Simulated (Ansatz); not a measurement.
Bulk crystal (WSe2) after relaxation:

```yaml
crystal:
  lattice:
    - [3.32049, 0.00000, 0.00000]
    - [-1.66024, 2.87563, 0.00000]
    - [0.00000, 0.00000, 24.85104]
  atoms:
    - { symbol: W, position: [0.66667, 0.33333, 0.15333] }
    - { symbol: W, position: [0.33333, 0.66667, 0.84667] }
    - { symbol: Se, position: [0.33333, 0.66667, 0.22085] }
    - { symbol: Se, position: [0.66667, 0.33333, 0.91421] }
    - { symbol: Se, position: [0.33333, 0.66667, 0.08579] }
    - { symbol: Se, position: [0.66667, 0.33333, 0.77915] }
```

Miller indices refer to the conventional cell of P-3m1 (No. 164), a = 3.320 Å, b = 3.320 Å, c = 24.851 Å, α = 90.00°, β = 90.00°, γ = 120.00°. The bulk's gap is 1.54 eV.

The (001) slab of 10 planes, 32.5 Å thick with 15 Å of vacuum as cut; outer planes W (top) and W (bottom).

All numbers below come from Ansatz 0.2.0, DFT PBE, scalar-relativistic, plane waves, PAW. Cutoff 420 eV; k points 9×9×1 on the computed 10-atom cell (Γ-centred); Gaussian smearing, width 0.05 eV; no spin polarisation. The cell repeats along c with a dipole correction in the vacuum.

The slab isn't stoichiometric (W2Se3), so its surface energy depends on the chemical potentials; it is given with the excess atoms taken from the element's standard state, a limit at which the compound may itself be unstable, so the figure can be too low.

With the atoms at the bulk's places:

```json
{"Surface energy with the excess atoms taken from the elements": "4.43 J/m²", "Gap of the slab on the mesh": "0.34 eV"}
```

Question: What changes when all atoms relax within this surface cell and its symmetry?

Answer: The energy falls by 0.027 J/m² a face, and the largest move is 0.03 Å.

For the relaxed slab, the surface energy with the excess atoms taken from the elements is 4.40 J/m² and the gap of the slab on the mesh is 0.35 eV.

```
plane (bottom to top) atoms spacing to next, bulk (Å) relaxed (Å) change (%)
                    1      W                      1.678        1.633        -2.7
                    2     Se                      4.264        4.294        +0.7
                    3     Se                      1.678        1.678         0.0
                    4      W                      1.678        1.678         0.0
                    5     Se                     13.874       13.869         0.0
                    6     Se                      1.678        1.678         0.0
                    7      W                      1.678        1.678         0.0
                    8     Se                      4.264        4.294        +0.7
                    9     Se                      1.678        1.633        -2.7
                   10      W
```

Spin-orbit coupling is left out, which matters for the bands of heavy elements. An odd mesh misses points on the zone edge, so a gap read on it can be too wide. Each cell of WSe2 holds layers, and where no dispersion correction was added their binding is poorly described. Gaps are read on the k points sampled, so a band crossing between them can be missed.

The reference crystal is a form of WSe2, which isn't its usual structure.

Cost: 4 runs of about 22 core-minutes in all, on AMD EPYC 7571 (shared hosts).